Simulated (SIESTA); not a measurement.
# CdSe (Cadmoselite): equation of state with PBE

Crystal: CdSe (Cadmoselite).

```
Cd Se
1.0
     4.30000    0.00000    0.00000
    -2.15000    3.72391    0.00000
     0.00000    0.00000    7.02000
Cd Se
2 2
Direct
  0.66667 0.33333 0.50000
  0.33333 0.66667 0.00000
  0.66667 0.33333 0.88500
  0.33333 0.66667 0.38500
```

| Item | Value |
| --- | --- |
| Program | SIESTA 5.4.2 |
| Task | equation of state |
| Functional | PBE |
| Potentials or basis | PseudoDojo 0.4 standard (PBE files) |
| Basis | TZP (energy shift 0.01 Ry) |
| Grid cutoff | 800 Ry |
| Energy shift | 0.01 Ry |
| k mesh | 7 × 7 × 4 |
| Occupations | fermi-dirac, width 0.05 eV |
| Spin | no spin polarisation |

| Item | Value |
| --- | --- |
| Equilibrium volume | 28.83 Å³/atom |
| Bulk modulus at fixed shape and positions | 58 GPa |
| Pressure derivative of the bulk modulus | 4.2 (rough: it moves with the points fitted) |

Energy against volume, from the lowest point:
```tsv
volume (Å³/atom)	energy (meV/atom)
26.416	42.68
26.978	24.24
27.540	11.32
28.102	3.37
28.665	0.00
29.227	1.08
29.789	5.35
```

All runs of the series together: 4.5 min on 1 thread of Arm Neoverse V1, with other jobs on the host.

Caveat: semicore shells carry a single zeta, which can move pressures by several GPa and volumes by a few percent; the cell was scaled at fixed shape and fractional positions, which overstates the stiffness of a crystal with free parameters, most of all of layers and chains; the basis of atomic orbitals isn't converged, which shifts pressures, moduli and gaps.
